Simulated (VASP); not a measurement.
# Dy (Im-3m) in VASP: further runs

Runs on Dy. Level: PBE. Tasks: single point.

Program: VASP 6.6.1. These are calculated values, not measurements. Logs are shortened: lines on timing, memory, paths and dates and some standing lists are left out, and cuts for length are marked.

## (1) The crystal as given

It takes space group Im-3m (No. 229, cubic). The conventional cell has a = 4.001 Å, b = 4.001 Å, c = 4.001 Å, α = 90.00°, β = 90.00°, γ = 90.00°. Around Dy (site symmetry m-3m) lie 8 Dy at 3.46 Å.

This isn't the form of Dy at room conditions, which is hcp.

## (2) Single point, PBE, collinear spin, ferromagnetic start

The input, INCAR:

```
SYSTEM = Dy
  ADDGRID = .False.
  ALGO = Normal
  EDIFF = 1E-6
  ENCUT = 500
  GGA = PE
  ISIF = 2
  ISMEAR = 0
  ISPIN = 2
  LASPH = .True.
  LCHARG = .False.
  LMAXMIX = 6
  LORBIT = 11
  LREAL = .False.
  LWAVE = .False.
  MAGMOM = 5
  NELM = 100
  PREC = Accurate
  SIGMA = 0.2
```

The input, KPOINTS:

```
k-points
0
Gamma
  14 14 14
  0 0 0
```

The input, POSCAR:

```
Dy
1.0
   -2.0003821482      2.0003821482      2.0003821482
    2.0003821482     -2.0003821482      2.0003821482
    2.0003821482      2.0003821482     -2.0003821482
Dy
1
Direct
    0.0000000000      0.0000000000      0.0000000000
```

Potentials or basis: VASP PAW PBE potentials, release 64 (Dy).

On the command line:

```sh
cat potpaw_PBE.64/Dy/POTCAR > POTCAR
mpirun -np 1 vasp_std > vasp.out
```

OUTCAR:

```text
SYSTEM = Dy
   EDIFF = 1E-6
   ENCUT = 500
   GGA = PE
   ISIF = 2
   ISMEAR = 0
   ISPIN = 2
   LASPH = .True.
   LORBIT = 11
   LREAL = .False.
   NELM = 100
   PREC = Accurate

 Found    104 irreducible k-points:

 Following reciprocal coordinates:
            Coordinates               Weight
  0.000000  0.000000  0.000000      1.000000
  0.071429  0.000000  0.000000     12.000000
  0.142857  0.000000  0.000000     12.000000
  0.214286  0.000000  0.000000     12.000000
  0.285714  0.000000  0.000000     12.000000
  0.357143  0.000000  0.000000     12.000000
   k-points           NKPTS =    104   k-points in BZ     NKDIM =    104   number of bands    NBANDS=     17
   number of dos      NEDOS =    301   number of ions     NIONS =      1
   total plane-waves  NPLWV =  21952
   dimension x,y,z NGX =    28 NGY =   28 NGZ =   28
   dimension x,y,z NGXF=    56 NGYF=   56 NGZF=   56
   ions per type =               1
   NGX,Y,Z   is equivalent  to a cutoff of  13.43, 13.43, 13.43 a.u.
   NGXF,Y,Z  is equivalent  to a cutoff of  26.87, 26.87, 26.87 a.u.
 SYSTEM =  Dy
   PREC   = accura    normal or accurate (medium, high low for compatibility)
   ISTART =      0    job   : 0-new  1-cont  2-samecut
   ICHARG =      2    charge: 1-file 2-atom 10-const
   ISPIN  =      2    spin polarized calculation?
   LNONCOLLINEAR =      F non collinear calculations
   LSORBIT =      F    spin-orbit coupling
   LASPH  =      T    aspherical Exc in radial PAW
   ENCUT  =  500.0 eV  36.75 Ry    6.06 a.u.   6.32  6.32  6.32*2*pi/ulx,y,z
   NELM   =    100;   NELMIN=  2; NELMDL= -5     # of ELM steps
   EDIFF  = 0.1E-05   stopping-criterion for ELM
   LREAL  =      F    real-space projection
   EDIFFG = 0.1E-04   stopping-criterion for IOM
   NSW    =      0    number of steps for IOM
   IBRION =     -1    ionic relax: 0-MD 1-quasi-New 2-CG
   NFREE  =      0    steps in history (QN), initial steepest desc. (CG)
   ISIF   =      2    stress and relaxation
   ISYM   =      2    0-nonsym 1-usesym 2-fastsym
   POTIM  = 0.5000    time-step for ionic-motion
   TEBEG  =    0.0;   TEEND  =   0.0 temperature during run
   PSTRESS=    0.0 pullay stress
   NELECT =      20.0000    total number of electrons
   NUPDOWN=      -1.0000    fix difference up-down
   EMIN   =  10.00;   EMAX   =-10.00  energy-range for DOS
   EFERMI =   0.00;   METHOD = LEGACY
   ISMEAR =     0;   SIGMA  =   0.20  broadening in eV -4-tet -1-fermi 0-gaus
   EFERMI_NEDOS =   21; number of points for ismear=-14 and -15
   IALGO  =     38    algorithm
   IMIX   =      4    mixing-type and parameters
     AMIX     =   0.40;   BMIX     =  1.00
     AMIX_MAG =   1.60;   BMIX_MAG =  1.00
  volume/ion in A,a.u.               =      32.02       216.07
  Fermi-wavevector in a.u.,A,eV,Ry     =   1.399432  2.644543 26.645792  1.958410
  Thomas-Fermi vector in A             =   2.522492
   LORBIT       =     11    0 simple, 1 ext, 2 COOP (PROOUT), +10 PAW based schemes
   GGA     = PE    functional components
   LHFCALC =     F    Hartree Fock is set to
   AEXX    =    0.0000 exact exchange contribution
   IVDW    =     0    specifies the selected vdW correction
   LEPSILON=     F    determine dielectric tensor
   LRPA    =     F    only Hartree local field effects (RPA)
 spin polarized calculation
 Gauss-broadening in eV      SIGMA  =   0.20
  energy-cutoff  :      500.00
  volume of cell :       32.02
 maximum number of plane-waves:       856
 NGX is ok and might be reduce to    28
   NGX = 13   NGY = 13   NGZ = 13

 number of electron      20.0000005 magnetization       4.5647015

 Free energy of the ion-electron system (eV)
  ---------------------------------------------------
  ext. energy  EPLUGINS =         0.00000000
  ---------------------------------------------------
  free energy    TOTEN  =        -7.96406917 eV

  energy without entropy =       -7.87797596  energy(sigma->0) =       -7.92102257

 E-fermi :   2.8480     XC(G=0): -10.0684

 val. band max:        2.8435566499   @ k =   0.2143   0.2143   0.2143
 cond. band min:       2.8490325571   @ k =  -0.4286   0.5000   0.3571
 fundamental gap:      0.0054759072
 Fermi energy:         2.8480078750

 spin component 1

 k-point     1 :       0.0000    0.0000    0.0000
  band No.  band energies     occupation
      1     -44.2121      1.00000
      2     -19.7426      1.00000
      3     -19.7426      1.00000
      4     -19.7426      1.00000
      5      -2.2926      1.00000
      6      -0.5074      1.00000
[... 9 lines left out ...]
     16       6.9673      0.00000
     17       6.9673      0.00000

 k-point     2 :       0.0714    0.0000    0.0000
  band No.  band energies     occupation
      1     -44.2093      1.00000
      2     -19.7785      1.00000
      3     -19.7537      1.00000
      4     -19.7429      1.00000
      5      -2.1441      1.00000
      6      -0.5120      1.00000
[... 9 lines left out ...]
     16       6.7962      0.00000
     17       6.9701      0.00000

 k-point     3 :       0.1429    0.0000    0.0000
  band No.  band energies     occupation
      1     -44.2012      1.00000
      2     -19.8773      1.00000
      3     -19.7844      1.00000
      4     -19.7436      1.00000
      5      -1.7187      1.00000
      6      -0.5248      1.00000
[... 9 lines left out ...]
     16       6.5495      0.00000
     17       6.9928      0.00000

 k-point     4 :       0.2143    0.0000    0.0000
  band No.  band energies     occupation
      1     -44.1896      1.00000
      2     -20.0161      1.00000
      3     -19.8283      1.00000
      4     -19.7445      1.00000
      5      -1.0801      1.00000
      6      -0.5420      1.00000
[... 9 lines left out ...]
     16       6.5517      0.00000
     17       7.0663      0.00000

 k-point     5 :       0.2857    0.0000    0.0000
  band No.  band energies     occupation
      1     -44.1766      1.00000
      2     -20.1655      1.00000
      3     -19.8765      1.00000
      4     -19.7454      1.00000
      5      -0.5635      1.00000
      6      -0.5362      1.00000
[... 9 lines left out ...]
     16       7.1918      0.00000
     17       7.2137      0.00000

 k-point     6 :       0.3571    0.0000    0.0000
  band No.  band energies     occupation
      1     -44.1649      1.00000
      2     -20.2962      1.00000
      3     -19.9194      1.00000
      4     -19.7464      1.00000
      5      -0.5773      1.00000
      6      -0.5471      1.00000
[... 9 lines left out ...]
     16       7.4282      0.00000
     17       8.3082      0.00000

 [... further k-points ...]

 spin component 2

 k-point     1 :       0.0000    0.0000    0.0000
  band No.  band energies     occupation
      1     -42.1846      1.00000
      2     -18.2646      1.00000
      3     -18.2646      1.00000
      4     -18.2646      1.00000
      5      -2.0996      1.00000
      6       2.5369      0.98608
[... 9 lines left out ...]
     16       7.5711      0.00000
     17       7.5711      0.00000

 k-point     2 :       0.0714    0.0000    0.0000
  band No.  band energies     occupation
      1     -42.1812      1.00000
      2     -18.3068      1.00000
      3     -18.2772      1.00000
      4     -18.2650      1.00000
      5      -1.9455      1.00000
      6       2.5340      0.98680
[... 9 lines left out ...]
     16       7.3833      0.00000
     17       7.5740      0.00000

 k-point     3 :       0.1429    0.0000    0.0000
  band No.  band energies     occupation
      1     -42.1717      1.00000
      2     -18.4226      1.00000
      3     -18.3124      1.00000
      4     -18.2659      1.00000
      5      -1.5055      1.00000
      6       2.5258      0.98865
[... 9 lines left out ...]
     16       7.1216      0.00000
     17       7.5983      0.00000

 k-point     4 :       0.2143    0.0000    0.0000
  band No.  band energies     occupation
      1     -42.1579      1.00000
      2     -18.5846      1.00000
      3     -18.3625      1.00000
      4     -18.2670      1.00000
      5      -0.8493      1.00000
      6       2.5171      0.99035
[... 9 lines left out ...]
     16       7.1305      0.00000
     17       7.6770      0.00000

 k-point     5 :       0.2857    0.0000    0.0000
  band No.  band energies     occupation
      1     -42.1425      1.00000
      2     -18.7578      1.00000
      3     -18.4174      1.00000
      4     -18.2684      1.00000
      5      -0.1077      1.00000
      6       2.5240      0.98903
[... 9 lines left out ...]
     16       7.8135      0.00000
     17       7.8353      0.00000

 k-point     6 :       0.3571    0.0000    0.0000
  band No.  band energies     occupation
      1     -42.1287      1.00000
      2     -18.9084      1.00000
      3     -18.4663      1.00000
      4     -18.2696      1.00000
      5       0.5138      1.00000
      6       2.5746      0.97339
[... 9 lines left out ...]
     16       8.0685      0.00000
     17       8.9593      0.00000

 [... further k-points ...]
[... 5 lines left out ...]
  --------------------------------------------------------------------------------------
  -------------------------------------------------------------------------------------
  Total        0.3628664      0.3628664      0.3628664     -0.0000000      0.0000000      0.0000000
  in kB       18.1576010     18.1576010     18.1576010     -0.0000000      0.0000000      0.0000000
  external PRESSURE =      18.1576010 kB  Pullay stress =       0.0000000 kB

 VOLUME and BASIS-vectors are now :
 -----------------------------------------------------------------------------
  energy-cutoff  :      500.00
  volume of cell :       32.02
      direct lattice vectors                 reciprocal lattice vectors
    -2.000382148  2.000382148  2.000382148     0.000000000  0.249952241  0.249952241
     2.000382148 -2.000382148  2.000382148     0.249952241  0.000000000  0.249952241
     2.000382148  2.000382148 -2.000382148     0.249952241  0.249952241  0.000000000

 POSITION                                       TOTAL-FORCE (eV/Angst)
 -----------------------------------------------------------------------------------
      0.00000      0.00000      0.00000        -0.000000     -0.000000      0.000000
 -----------------------------------------------------------------------------------
    total drift:                               -0.000000     -0.000000      0.000000

  FREE ENERGIE OF THE ION-ELECTRON SYSTEM (eV)
  ---------------------------------------------------
  free  energy   TOTEN  =        -7.9640691718 eV

  energy  without entropy=       -7.8779759585  energy(sigma->0) =       -7.92102257

 total charge

# of ion       s       p       d       f       tot
--------------------------------------------------
    1        2.163   5.815   0.483   9.325  17.787

 magnetization (x)

# of ion       s       p       d       f       tot
--------------------------------------------------
    1        0.008  -0.058   0.031   4.507   4.487
```

Wall time 2.6 min (1 thread of Intel Xeon Platinum 8488C (Sapphire Rapids), shared host); peak memory 0.25 GiB.

The run converged, but some of its settings lie outside the range that counts as converged, so its numbers aren't taken as properties of the crystal.

What came out:

```
Free energy                                           : -7.9641 eV
Pressure                                              : 1.8 GPa
Band gap on the k mesh                                : none (metal or under the smearing width)
Net moment                                            : 4.56 μB per cell
Site moments                                          : Dy +4.49 μB
Valence electrons inside the program's atomic spheres : Dy 17.79
```

Caveat: the magnetic or orbital state may not be the lowest; spin-orbit coupling is left out, which moves the levels of the heavy elements.

## (3) Single point, PBE, collinear spin, ferromagnetic start

INCAR, as its differences from that of step 2:

```diff
@@ -17,3 +17,3 @@
   NELM = 100
-  PREC = Accurate
+  PREC = Low
   SIGMA = 0.2
```

KPOINTS is that of step 2.

POSCAR is that of step 2.

Potentials or basis: VASP PAW PBE potentials, release 64 (Dy).

On the command line:

```sh
cat potpaw_PBE.64/Dy/POTCAR > POTCAR
mpirun -np 1 vasp_std > vasp.out
```

Wall time 80 s (1 thread of Intel Xeon Platinum 8488C (Sapphire Rapids), shared host); peak memory 0.19 GiB.

These settings aren't checked as converged: the numbers below hold their error.

Results:

* Free energy: -7.9651 eV
* Pressure: 1.8 GPa
* Band gap on the k mesh: none (metal or under the smearing width)
* Net moment: 4.56 μB per cell
* Site moments: Dy +4.49 μB
* Valence electrons inside the program's atomic spheres: Dy 17.79

Caveat: the magnetic or orbital state may not be the lowest; spin-orbit coupling is left out, which moves the levels of the heavy elements.

## (4) The reference run

An earlier run on the cell as given: functional PBE; potentials or basis VASP PAW PBE potentials, release 64 (Dy); cutoff 520 eV; k mesh 9 × 9 × 9; occupations fermi-dirac, width 0.05 eV; collinear spin, ferromagnetic start; starting moments [5.0] μB.

- Pressure: 1.6 GPa
- Band gap on the k mesh: none (metal or under the smearing width)
- Net moment: 4.47 μB per cell
- Site moments: Dy +4.44 μB
- Valence electrons inside the program's atomic spheres: Dy 17.79
